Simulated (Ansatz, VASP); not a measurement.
## One calculation of Pt, two programs

```xyz
1
Lattice="-1.5842 1.5842 1.5842 1.5842 -1.5842 1.5842 1.5842 1.5842 -1.5842" Properties=species:S:1:pos:R:3 pbc="T T T"
Pt    0.0000    0.0000    0.0000
```

This isn't the form of Pt at room conditions, which is fcc.

Alike in both runs: task single point; functional PBE; k mesh 18 × 18 × 18; occupations gaussian, width 0.05 eV; no spin polarisation.

```csv
,VASP,Ansatz
version,VASP 6.6.1,Ansatz 0.2.0
potentials or method,"VASP PAW PBE potentials, release 64 (Pt)","scalar-relativistic, plane waves, PAW"
plane-wave cutoff (eV),520,420
valence electrons in the cell,10,18
```

Ansatz gave:

| Property | Result |
| --- | --- |
| pressure (GPa) | -1.3 |

Q: Estimate VASP's values.

A: Pressure (GPa): -1.8.

The two sets of potentials don't hold the same shells in valence.

The runs have no spin-orbit coupling, so splittings on Pt are missing.
